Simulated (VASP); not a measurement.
# NaF in VASP 6.6.1, single-point calculation

INCAR

```
ISIF = 2
ENCUT = 520
EDIFF = 1E-7
METAGGA = R2SCAN
LCHARG = .FALSE.
ALGO = Normal
PREC = Accurate
LWAVE = .FALSE.
ISMEAR = -1
SIGMA = 5
NSW = 0
IBRION = -1
LREAL = .FALSE.
LASPH = .TRUE.
NELM = 63
NBANDS = 14
```

KPOINTS

```
KPOINTS created by Atomic Simulation Environment
0
Gamma
10 10 10
0 0 0
```

POSCAR

```
Na F
 1.0000000000000000
     0.0000000000000000    2.3574295280999999    2.3574295280999999
     2.3574295280999999    0.0000000000000000    2.3574295280999999
     2.3574295280999999    2.3574295280999999    0.0000000000000000
 Na  F
   1   1
Cartesian
  0.0000000000000000  0.0000000000000000  0.0000000000000000
  2.3574295280999999  2.3574295280999999  2.3574295280999999
```

The recommended PBE PAW datasets give the neutral cell 14 valence electrons.

Command

```
mpirun -np 1 vasp_std
```

Q: How does this run end, and what does it give?

A: It converged. Results: gap between bands v and c on the k mesh 9.58 eV; least direct gap on the k mesh 9.58 eV; pressure 53.0 GPa. Band v is the last that the valence electrons fill when counted band by band, and c is the next.

OSZICAR

```
N       E                     dE             d eps       ncg     rms          rms(c)
DAV:   1     0.901512966664E+02    0.90151E+02   -0.78840E+03  1352   0.124E+03
DAV:   2    -0.233174122730E+02   -0.11347E+03   -0.10596E+03  1454   0.345E+02
DAV:   3    -0.291367672598E+02   -0.58194E+01   -0.57641E+01  1640   0.699E+01
DAV:   4    -0.291906743245E+02   -0.53907E-01   -0.53806E-01  1436   0.706E+00
DAV:   5    -0.291917518556E+02   -0.10775E-02   -0.10756E-02  1700   0.764E-01    0.229E+00
DAV:   6    -0.258663100637E+02    0.33254E+01   -0.12149E+00  1340   0.113E+01    0.142E+00
DAV:   7    -0.258562373728E+02    0.10073E-01   -0.39218E-02  1664   0.188E+00    0.641E-01
DAV:   8    -0.258694415487E+02   -0.13204E-01   -0.38269E-02  1436   0.178E+00    0.396E-01
DAV:   9    -0.258667042529E+02    0.27373E-02   -0.74780E-03  1546   0.696E-01    0.435E-02
DAV:  10    -0.258668245645E+02   -0.12031E-03   -0.38238E-04  1520   0.181E-01    0.265E-02
...
DAV:  35    -0.258668311823E+02   -0.42284E-06   -0.42301E-06   676   0.529E-05    0.338E-04
DAV:  36    -0.258668315384E+02   -0.35613E-06   -0.35624E-06   676   0.360E-05    0.342E-04
DAV:  37    -0.258668318301E+02   -0.29166E-06   -0.29177E-06   676   0.434E-05    0.349E-04
DAV:  38    -0.258668320702E+02   -0.24018E-06   -0.24021E-06   676   0.286E-05    0.352E-04
DAV:  39    -0.258668322638E+02   -0.19353E-06   -0.19380E-06   676   0.339E-05    0.357E-04
DAV:  40    -0.258668324216E+02   -0.15779E-06   -0.15769E-06   676   0.221E-05    0.359E-04
DAV:  41    -0.258668325479E+02   -0.12636E-06   -0.12683E-06   676   0.263E-05    0.362E-04
DAV:  42    -0.258668326588E+02   -0.11083E-06   -0.11075E-06   676   0.174E-05    0.363E-04
DAV:  43    -0.258668327445E+02   -0.85756E-07   -0.85882E-07   676   0.226E-05
   1 F= -.25866833E+02 E0= -.97737044E+01  d E =-.321863E+02
```

These settings aren't sound, so the numbers aren't properties of the crystal.

The fault: smearing far too wide.

On sound settings r²SCAN gives a gap of 6.89 eV on its mesh and a pressure of -4.1 GPa for the intended cell. This run's energy (σ→0) differs from it by 1401 meV an atom.
